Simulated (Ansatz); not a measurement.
Relaxed bulk Al2Ru:

```yaml
crystal:
  lattice:
    - [-1.56068, 1.56068, 4.21155]
    - [1.56068, -1.56068, 4.21155]
    - [1.56068, 1.56068, -4.21155]
  atoms:
    - { symbol: Al, position: [0.65908, 0.65908, 0.00000] }
    - { symbol: Al, position: [0.34092, 0.34092, 0.00000] }
    - { symbol: Ru, position: [0.00000, 0.00000, 0.00000] }
```

Miller indices refer to the conventional cell of I4/mmm (No. 139), a = 3.121 Å, b = 3.121 Å, c = 8.423 Å, α = 90.00°, β = 90.00°, γ = 90.00°.

Consider the (101) slab of 12 planes, 10.8 Å thick with 15 Å of vacuum as cut; outer planes Al (top) and Al (bottom), all atoms relaxed.

Computed with DFT PBEsol, scalar-relativistic, plane waves, PAW in Ansatz 0.2.0. Cutoff 420 eV; k points 12×8×1 on the computed 12-atom cell (Γ-centred); Gaussian smearing, width 0.10 eV; no spin polarisation. A dipole correction removes the field between periodic images along c.

The work function read from the bulk's Fermi level differs by 0.16 eV, so the slab's middle doesn't match the bulk reference (too thin, or relaxed to another structure or magnetic state).

Problem. Give the surface energy (mean of both faces).

Solution. 2.48 J/m².

Problem. Give the work function.

Solution. 4.33 eV.

Problem. The top two planes lie 0.998 Å apart in the bulk. How does relaxation change this?

Solution. The spacing becomes 0.968 Å (-3.0 %).